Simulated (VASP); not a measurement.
Al: relaxation of cell and atoms with r2SCAN+rVV10

The system is Al.

```
Al
1.0
     0.00000    2.02481    2.02481
     2.02481    0.00000    2.02481
     2.02481    2.02481    0.00000
Al
1
Direct
  0.00000 0.00000 0.00000
```

* Program: VASP 6.6.1
* Task: relaxation of cell and atoms
* Functional: r2SCAN
* Dispersion: rVV10
* Potentials or basis: VASP PAW PBE potentials, release 64 (Al)
* Cutoff: 600 eV
* k mesh: 18 × 18 × 18
* Occupations: gaussian, width 0.1 eV
* Spin: no spin polarisation
* Further INCAR settings: ALGO = Normal; EDIFF = 1e-07; IBRION = 2; EDIFFG = -0.005; NSW = 90; ISIF = 3

```yaml
Relaxed_volume: 15.79 Å³/atom
Relaxed_cell: a = 2.816 Å, b = 2.816 Å, c = 2.816 Å, α = 60.00°, β = 60.00°, γ = 60.00°
Space_group_after_relaxing_to_0.05_Å: Fm-3m (No. 225)
Energy_gained_by_relaxing: 11.0 meV/atom
Ionic_steps: 3
Pressure_after_relaxing: 0.0 GPa
Band_gap_on_the_k_mesh: none (metal or under the smearing width)
```

The path:
```csv
step,energy change (eV),largest force (eV/Å),pressure (GPa),volume (Å³)
1,0.0000,0.0000,-4.13,16.60
2,-0.0103,0.0000,1.25,15.60
3,-0.0110,0.0000,0.04,15.79
```

Final structure:
```
CELL_PARAMETERS angstrom
0.00000 1.99136 1.99136
1.99136 0.00000 1.99136
1.99136 1.99136 0.00000
ATOMIC_POSITIONS crystal
Al 0.00000 0.00000 0.00000
```

Levels at points of the mesh, in eV from the Fermi level:
| k point | band 1 | band 2 | band 3 | band 4 |
| --- | --- | --- | --- | --- |
| (0.00, 0.00, 0.00) | -12.16 | 13.57 | 13.57 | 13.57 |
| (0.50, 0.00, 0.00) | -5.18 | -4.60 | 12.29 | 12.29 |
| (0.50, 0.50, 0.00) | -3.27 | -1.68 | 5.47 | 6.22 |

Run time: 2.6 min on 1 thread of Intel(R) Xeon(R) Platinum 8488C (Sapphire Rapids), on a shared host, peak memory 0.23 GiB.

Caveat: the PAW data sets were made with another functional, which shifts forces and pressure a little.
